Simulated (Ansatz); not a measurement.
A run of Ansatz 0.2.0 is set up as follows.

Contents of input.yaml:

```yaml
crystal:
  lattice:
    - [3.821946, 0.0, 0.0]
    - [0.0, 3.821946, 0.0]
    - [0.0, 0.0, 3.63625]
  atoms:
    - { symbol: Ni, position: [0.0, 0.0, 0.0], spin: 1.0 }
    - { symbol: Ni, position: [0.5, 0.5, 0.0], spin: 1.0 }
    - { symbol: Ti, position: [0.5, 0.0, 0.519199], spin: 1.0 }
    - { symbol: Ti, position: [0.0, 0.5, 0.480801], spin: 1.0 }
kpoints:
  mp_grid: { grid: [7, 7, 7] }
  band_path:
    path:
      - [0.0, 0.0, 0.0]
      - [0.0, 0.5, 0.0]
      - [0.5, 0.5, 0.0]
      - [0.0, 0.0, 0.0]
      - [0.0, 0.0, 0.5]
      - [0.0, 0.5, 0.5]
      - [0.5, 0.5, 0.5]
      - [0.0, 0.0, 0.5]
    npoints: 10
scf:
  occupations: { method: fermi_dirac, width: 0.05 }
hamiltonian:
  xc: lda
  pseudopotentials: { kind: all_electron, lapw: { basis_error: 0.002 } }
magnetization:
  spin_polarized: true
output:
  forces: true
  stress: true
  eigenvalues: true
```

Potentials or basis: all-electron LAPW, scalar-relativistic.

Command:

```bash
$ ansatz run input.yaml --threads 4 --pin off --max-ram 12288MiB --backend cpu --events-out ev --progress --plain --runs-dir out
```

**Question.** Estimate the largest force.

**Answer.** 0.060 eV/Å.

**Question.** Predict the net moment.

**Answer.** 0.00 μB per cell.

**Question.** Estimate the band gap along the path.

**Answer.** None (metal or under the smearing width).

Stress tensor (GPa, compression positive):
```
 -9.54   0.00   0.00
  0.00  -9.54   0.00
  0.00   0.00 -13.56
```

Caveat: the starting moments weren't kept.
